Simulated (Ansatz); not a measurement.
# B: the cost of one run

Program: Ansatz 0.2.0. Level of theory: DFT PBE, scalar-relativistic, plane waves, PAW. These are calculated values, not measurements.

### 1 Starting point

The structure is trigonal, space group R-3m (No. 166). Conventional cell: a = 7.505 Å, b = 7.505 Å, c = 2.623 Å, α = 90.00°, β = 90.00°, γ = 120.00°. B (site symmetry m) has 4 B at 1.62 to 1.75 Å as nearest neighbours.

Coordinates:

```xyz
6
Lattice="3.7526 2.1666 0.8743 -3.7526 2.1666 0.8743 0.0000 -4.3332 0.8743" Properties=species:S:1:pos:R:3 pbc="T T T"
B     2.3306   -1.3456    1.5716
B     0.0000   -2.6912    1.0513
B    -2.3306   -1.3456    1.5716
B     2.3306    1.3456    1.0513
B     0.0000    2.6912    1.5716
B    -2.3306    1.3456    1.0513
```

Recipe of the guess: 4-connected net of one element (R-3m, No. 166). Lengths come from tabulated atomic sizes and are only a guess.

### 2 A first look at the guess

Contents of input.yaml:

```yaml
crystal:
  lattice:
    - [3.75263464, 2.16658462, 0.87429583]
    - [-3.75263464, 2.16658462, 0.87429583]
    - [0.0, -4.33316924, 0.87429583]
  atoms:
    - { symbol: B, position: [0.80620903, 0.185148, 0.80620903] }
    - { symbol: B, position: [0.19379097, 0.19379097, 0.814852] }
    - { symbol: B, position: [0.185148, 0.80620903, 0.80620903] }
    - { symbol: B, position: [0.814852, 0.19379097, 0.19379097] }
    - { symbol: B, position: [0.80620903, 0.80620903, 0.185148] }
    - { symbol: B, position: [0.19379097, 0.814852, 0.19379097] }
basis:
  ecutwfc: 420
kpoints:
  mp_grid: { grid: [6, 6, 6] }
hamiltonian:
  xc: pbe
scf:
  occupations: { method: gaussian, width: 0.1 }
  lower_state_search: "off"
output:
  forces: true
  stress: true
  eigenvalues: true
```

Run with:

```sh
> ansatz run input.yaml --threads 1 --pin off --max-ram 2560MiB --backend cpu --events-out ev --progress --plain --runs-dir out
```

What time and memory should one allow on 1 thread of Arm Neoverse V2, shared host?

About 1.4 s, with a peak of 0.29 GiB.
